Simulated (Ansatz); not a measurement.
# SiC (Moissanite) (P6_3mc) in Ansatz: further runs, part 2 of 2

Ansatz 0.2.0. Earlier steps stand in the parts before.

**3. Single point, HSE06 form with a typed share of exact exchange**

input.yaml reads:

```yaml
crystal:
  lattice:
    - [3.076, 0.0, 0.0]
    - [-1.538, 2.663894142, 0.0]
    - [0.0, 0.0, 5.048]
  atoms:
    - { symbol: Si, position: [0.6666666667, 0.3333333333, 0.5] }
    - { symbol: Si, position: [0.3333333333, 0.6666666667, 0.0] }
    - { symbol: C, position: [0.6666666667, 0.3333333333, 0.885] }
    - { symbol: C, position: [0.3333333333, 0.6666666667, 0.385] }
hamiltonian:
  xc: { exchange: pbe, correlation: pbe, exx: { coeff: 0.25, omega: 0.2 } }
  pseudopotentials: { kind: paw }
kpoints:
  mp_grid: { grid: [5, 5, 3] }
scf:
  occupations: { method: fermi_dirac, width: 0.05 }
output:
  forces: true
  stress: true
  eigenvalues: true
```

Potentials or basis: Ansatz PAW.

Command:

```
$ ansatz run input.yaml --threads 2 --pin off --max-ram 5632MiB --backend cpu --events-out ev --progress --plain --runs-dir out
```

It took 16 s on 2 threads of Intel Xeon at 2.70GHz, shared host; peak memory 0.61 GiB.

Results (log left out):

* Free energy: -1775.5103 eV
* Pressure: -1.0 GPa
* Largest force: 0.761 eV/Å
* Band gap on the k mesh: 3.78 eV, indirect (least direct gap 5.32 eV)

Forces on the atoms (eV/Å):
```
Si   0.000  0.000  0.761
Si   0.000  0.000  0.761
C    0.000  0.000 -0.761
C    0.000  0.000 -0.761
```

Stress tensor (GPa, compression positive):
```
 0.69  0.00  0.00
 0.00  0.69  0.00
 0.00  0.00 -4.38
```

Levels at points of the mesh, in eV from the valence-band top:
| k point | band 5 | band 6 | band 7 | band 8 | band 9 | band 10 | band 11 | band 12 |
| --- | --- | --- | --- | --- | --- | --- | --- | --- |
| (0.00, 0.00, 0.00) | -1.74 | -0.32 | -0.32 | 0.00 | 5.78 | 7.27 | 7.72 | 7.72 |

Caveat: the k mesh is coarse (spacing up to 0.47 Å⁻¹), so the values aren't converged, least of all with exact exchange; odd divisions of the mesh miss points on the zone boundary, where band edges often lie, so the gap on the mesh can be too wide; the PAW data sets come from PBE, with cores solved anew for the run's functional, which leaves a small shift of forces and pressure; the thresholds are loose for stress. A k mesh can miss the band edges.

**4. Single point, HSE06 form with a typed share of exact exchange**

Changes to input.yaml since step 3:

```diff
@@ -11,3 +11,3 @@
 hamiltonian:
-  xc: { exchange: pbe, correlation: pbe, exx: { coeff: 0.25, omega: 0.2 } }
+  xc: { exchange: pbe, correlation: pbe, exx: { coeff: 0.3, omega: 0.2 } }
   pseudopotentials: { kind: paw }
```

Command:

```
$ ansatz run input.yaml --threads 2 --pin off --max-ram 5632MiB --backend cpu --events-out ev --progress --plain --runs-dir out
```

Run time: 13 s. Hardware: 2 threads of Intel Xeon at 2.70GHz, shared host; peak memory 0.62 GiB.

It converged, with:

```
Free energy            : -1775.7814 eV
Pressure               : -1.9 GPa
Largest force          : 0.765 eV/Å
Band gap on the k mesh : 3.98 eV, indirect (least direct gap 5.56 eV)
```

Forces on the atoms (eV/Å):
```
Si   0.000  0.000  0.765
Si   0.000  0.000  0.765
C    0.000  0.000 -0.765
C    0.000  0.000 -0.765
```

Stress tensor (GPa, compression positive):
```
-0.21  0.00  0.00
 0.00 -0.21  0.00
 0.00  0.00 -5.28
```

Levels at points of the mesh, in eV from the valence-band top:
```tsv
k point	band 5	band 6	band 7	band 8	band 9	band 10	band 11	band 12
(0.00, 0.00, 0.00)	-1.78	-0.33	-0.33	0.00	6.02	7.53	7.97	7.97
```

Caveat: the k mesh is coarse (spacing up to 0.47 Å⁻¹), so the values aren't converged, least of all with exact exchange; odd divisions of the mesh miss points on the zone boundary, where band edges often lie, so the gap on the mesh can be too wide; the PAW data sets come from PBE, with cores solved anew for the run's functional, which leaves a small shift of forces and pressure; the thresholds are loose for stress.

**5. Single point, HSE06 form with a typed share of exact exchange**

Changes to input.yaml since step 4:

```diff
@@ -11,3 +11,3 @@
 hamiltonian:
-  xc: { exchange: pbe, correlation: pbe, exx: { coeff: 0.3, omega: 0.2 } }
+  xc: { exchange: pbe, correlation: pbe, exx: { coeff: 0.4, omega: 0.2 } }
   pseudopotentials: { kind: paw }
```

Command:

```
$ ansatz run input.yaml --threads 2 --pin off --max-ram 5632MiB --backend cpu --events-out ev --progress --plain --runs-dir out
```

Wall time 14 s (2 threads of Intel Xeon at 2.70GHz, shared host); peak memory 0.65 GiB.

It converged, with:

| Property | Result |
| --- | --- |
| Free energy | -1776.3365 eV |
| Pressure | -3.7 GPa |
| Largest force | 0.774 eV/Å |
| Band gap on the k mesh | 4.39 eV, indirect (least direct gap 6.03 eV) |

Forces on the atoms (eV/Å):
```
Si   0.000  0.000  0.774
Si   0.000  0.000  0.774
C    0.000  0.000 -0.774
C    0.000  0.000 -0.774
```

Stress tensor (GPa, compression positive):
```
-1.97  0.00  0.00
 0.00 -1.97  0.00
 0.00  0.00 -7.06
```

Levels at points of the mesh, in eV from the valence-band top:
```
           k point  band 5  band 6  band 7  band 8  band 9  band 10  band 11  band 12
(0.00, 0.00, 0.00)   -1.85   -0.35   -0.35    0.00    6.51     8.05     8.48     8.48
```

Caveat: the k mesh is coarse (spacing up to 0.47 Å⁻¹), so the values aren't converged, least of all with exact exchange; odd divisions of the mesh miss points on the zone boundary, where band edges often lie, so the gap on the mesh can be too wide; the PAW data sets come from PBE, with cores solved anew for the run's functional, which leaves a small shift of forces and pressure; the thresholds are loose for stress. A k mesh can miss the band edges.

**6. Single point, HSE06 form with a typed share of exact exchange**

Changes to input.yaml since step 5:

```diff
@@ -11,3 +11,3 @@
 hamiltonian:
-  xc: { exchange: pbe, correlation: pbe, exx: { coeff: 0.4, omega: 0.2 } }
+  xc: { exchange: pbe, correlation: pbe, exx: { coeff: 0.5, omega: 0.2 } }
   pseudopotentials: { kind: paw }
```

Potentials or basis: Ansatz PAW.

Command:

```
$ ansatz run input.yaml --threads 2 --pin off --max-ram 5632MiB --backend cpu --events-out ev --progress --plain --runs-dir out
```

Standard output:

```text
Warning: output.stress: scf.convergence.dr2_threshold = 1e-7 eV (the SCF's general default) is looser than the 4e-10 eV advised for a printed stress (1e-10 eV for each atom of the cell: 4). What an SCF threshold leaves in a stress goes as its square root, and in the free energy as the threshold itself, and one threshold admits the most on a small cell: of the crystals measured, under no hybrid functional and no lock of the moments, on runs that ended without the residual-converged pass, on stresses that held no estimate of that error, the worst erred by over 100 MPa in a component at 1e-7 eV an atom and by under 5 at 1e-10. Set scf.convergence.dr2_threshold to 4e-10 eV or tighter. The threshold is an SCF's pass mark: one that does not reach it within its budget of iterations ends unconverged, or closes short of it on a stop that the run arms, and scf.convergence.dr2_threshold's page says what that costs each kind of run
Warning: output.stress: scf.exx.energy_threshold = 1e-6 eV is looser than the 4e-8 eV advised for a stress under a hybrid functional (1e-8 eV for each atom of the cell: 4). Every SCF of the exchange loop can meet its threshold on dr2 while the loop round them stops early: no threshold on dr2 bounds what that leaves in the stress. Set scf.exx.energy_threshold to 4e-8 eV or tighter. The threshold is the loop's pass mark: a loop that does not reach it within its budget of cycles ends unconverged, and scf.exx.energy_threshold's page has the law
Warning: RAYON_NUM_THREADS=2 ignored (pool sized by the plan → 2); use --threads N
Engine: ansatz 0.2.0, x86_64-unknown-linux-gnu
Pseudopotentials: kind: paw
Pseudopotential: Si, paw, valence charge 4, recommended cutoff 420 eV (normal), Si.paw.azcp
[... 87 lines left out ...]
  max |Σ_I F_I| component: 3.65e-5 eV/Å
--- Stress (GPa, compression-positive) ---
       -3.683450       0.000000       0.000000
        0.000000      -3.683450       0.000000
        0.000000       0.000000      -8.787349
  P = ⅓ Tr σ = -5.3847 GPa (-53.847 kbar)
--- Band table (eV; the first three rows and the last of 10) ---
  k-point 0: bands = ["-10.3308", "-6.2910", "-1.7423", "6.6827", "6.6827", "8.2345", "8.2345", "8.6024", "15.6123", "17.1846", "17.6007", "17.6007"]
  k-point 1: bands = ["-9.7042", "-7.9440", "1.0073", "5.6715", "7.0248", "7.0248", "7.7952", "7.7952", "16.1586", "17.6368", "17.8639", "17.8639"]
  k-point 2: bands = ["-9.5256", "-5.6213", "-0.9851", "3.4297", "5.6473", "5.7534", "7.7245", "7.9613", "15.1946", "17.4848", "18.0856", "18.8520"]
  k-point 9: bands = ["-5.5122", "-4.7924", "-1.1602", "-0.3880", "2.1952", "3.6361", "5.2319", "6.3070", "14.5480", "16.4623", "17.0103", "17.4223"]
```

Run time: 14 s. Hardware: 2 threads of Intel Xeon at 2.70GHz, shared host; peak memory 0.65 GiB.

What came out:

```yaml
Free_energy: -1776.9086 eV
Pressure: -5.4 GPa
Largest_force: 0.782 eV/Å
Band_gap_on_the_k_mesh: 4.81 eV, indirect (least direct gap 6.51 eV)
```

Forces in eV/Å, atoms in the order of the input:
```
Si   0.000  0.000  0.782
Si   0.000  0.000  0.782
C    0.000  0.000 -0.782
C    0.000  0.000 -0.782
```

Levels at points of the mesh, in eV from the valence-band top:
```
           k point  band 6  band 7  band 8  band 9  band 10  band 11
(0.00, 0.00, 0.00)   -0.37   -0.37    0.00    7.01     8.58     9.00
```

Caveat: the k mesh is coarse (spacing up to 0.47 Å⁻¹), so the values aren't converged, least of all with exact exchange; odd divisions of the mesh miss points on the zone boundary, where band edges often lie, so the gap on the mesh can be too wide; the PAW data sets come from PBE, with cores solved anew for the run's functional, which leaves a small shift of forces and pressure; the thresholds are loose for stress. A k mesh can miss the band edges.

**7. The runs side by side**

| screening (1/Å) | share of exact exchange | gap on the mesh (eV) | pressure (GPa) | largest force (eV/Å) |
| --- | --- | --- | --- | --- |
| 0.3 | 0.25 | 3.55 | -0.7 | 0.76 |
| 0.2 | 0.25 | 3.78 | -1.0 | 0.76 |
| 0.2 | 0.3 | 3.98 | -1.9 | 0.77 |
| 0.2 | 0.4 | 4.39 | -3.7 | 0.77 |
| 0.2 | 0.5 | 4.81 | -5.4 | 0.78 |

Alike in all rows: task single point; level HSE06 form with a typed share of exact exchange; potentials or basis Ansatz PAW; no spin polarisation; cell as given; k mesh 5 × 5 × 3; cutoff (eV) 420; smearing fermi-dirac 0.05 eV; the mesh is coarse, so values aren't converged.

Caveats: all runs use coarse meshes; odd divisions of the mesh miss points on the zone boundary, where band edges often lie, so the gap on the mesh can be too wide; the PAW data sets come from PBE, with cores solved anew for the run's functional, which leaves a small shift of forces and pressure; the thresholds are loose for stress.

Total energies depend on the potentials used, so only differences within one code and one set of settings carry meaning.
